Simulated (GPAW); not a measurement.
A run of GPAW 26.7.0 is set up as follows.

Contents of run.py:

```python
import numpy as np
from ase import Atoms
from ase.dft.bandgap import bandgap
from ase.io import write
from gpaw import GPAW, PW
from gpaw.response.df import DielectricFunction

atoms = Atoms(['Sn', 'Sn', 'O', 'O'],
              cell=[[3.81369522, 0.0, 0.0],
                    [0.0, 3.81369522, 0.0],
                    [0.0, 0.0, 4.8869133]],
              scaled_positions=[[0.5, 0.0, 0.76462614],
                                [0.0, 0.5, 0.23537386],
                                [0.0, 0.0, 0.0],
                                [0.5, 0.5, 0.0]],
              pbc=True)

calc = GPAW(mode=PW(550),
            xc='LDA',
            kpts={'size': (6, 6, 5), 'gamma': True},
            occupations={'name': 'fermi-dirac', 'width': 0.001},
            nbands=33,
            convergence={'density': 1e-06},
            maxiter=150,
            txt='gpaw.txt')
atoms.calc = calc
energy = atoms.get_potential_energy()
calc.write('gs.gpw')
write('result.traj', atoms)
print(f'Energy: {energy:.6f} eV')
print('Fermi level:', round(calc.get_fermi_level(), 4), 'eV')
print(f'Gap: {bandgap(calc)[0]:.4f} eV, direct: {bandgap(calc, direct=True)[0]:.4f} eV')

for size in [(7, 7, 6)]:
    name = 'x'.join(str(n) for n in size)
    dense = calc.fixed_density(kpts={'size': size, 'gamma': True},
                               nbands=66, convergence={'bands': 60, 'eigenstates': 1e-7},
                               update_fermi_level=True, txt=f'dense-{name}.txt')
    dense.write(f'{name}.gpw', mode='all')
    df = DielectricFunction(f'{name}.gpw', frequencies=np.array([0.0]), hilbert=False, eta=0.001,
                            ecut=80, nbands=60, intraband=False, txt=f'df-{name}.txt')
    for xc in ['RPA']:
        for direction in ['x', 'y', 'z', [0, 1, 1], [1, 0, 1], [1, 1, 0]]:
            e0, e = df.get_macroscopic_dielectric_constant(xc=xc, direction=direction)
            print(f'{name} {xc} {direction}: {e0:.4f} without, {e:.4f} with local fields')
```

Potentials or basis: the program's PAW data sets (release 1.2.1) made for this functional, pw.

The run is started by

```sh
$ OMP_NUM_THREADS=1 python run.py
```

Question: What does it give for the electronic dielectric tensor (diagonal)?

Answer: 7.63, 7.63, 6.88.

Question: What does it give for the band gap on the k mesh?

Answer: 0.23 eV, indirect (least direct gap 2.01 eV).

Electronic dielectric tensor:
```
7.63 0.00 0.00
0.00 7.63 0.00
0.00 0.00 6.88
```

Caveat: the gap is small at this level, which inflates the dielectric constant; the long-wavelength limit can be off by a per cent or two; spin-orbit coupling is left out, which moves the levels of the heavy elements; an odd mesh through Γ misses points on the zone boundary, where band edges often lie.
